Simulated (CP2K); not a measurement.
Runs of CP2K 2026.2 on Al2O3. It takes space group Pnnm (No. 58, orthorhombic). The conventional cell has a = 4.614 Å, b = 9.563 Å, c = 3.120 Å, α = 90.00°, β = 90.00°, γ = 90.00°. Al (site symmetry m) has 4 O at 1.68 to 1.82 Å as nearest neighbours. O (site symmetry 2/m) has 2 Al at 1.68 Å as nearest neighbours. O (site symmetry m) has 3 Al at 1.82 Å as nearest neighbours. Measurements of this composition are mostly on another form, of space group No. 167.

```csv
level,gap on the mesh (eV),pressure (GPa),largest force (eV/Å)
r2SCAN,4.06,(b),0.22
OLYP,(a),-1.6,0.27
LDA,3.33,-1.2,0.15
PBEsol,(c),-0.8,0.17
PBE,3.54,-0.4,0.18
RPBE,3.69,0.3,0.20
PW91,3.56,-0.7,0.17
```

Alike in all rows: task single point; potentials or basis POTENTIAL_UZH Al GTH-PBE-q3, O GTH-PBE-q6; DZVP-MOLOPT-PBE-GTH basis; no spin polarisation; cell as given; k mesh 5 × 2 × 7; smearing fermi-dirac 0.05 eV.

**Question.** Fill in the values left out.

**Answer.** (a) 3.93; (b) -3.6; (c) 3.43.

Caveats: the basis of atomic orbitals isn't converged, which shifts pressures, moduli and gaps; the potentials were made for another functional, which shifts forces and pressure (some runs).

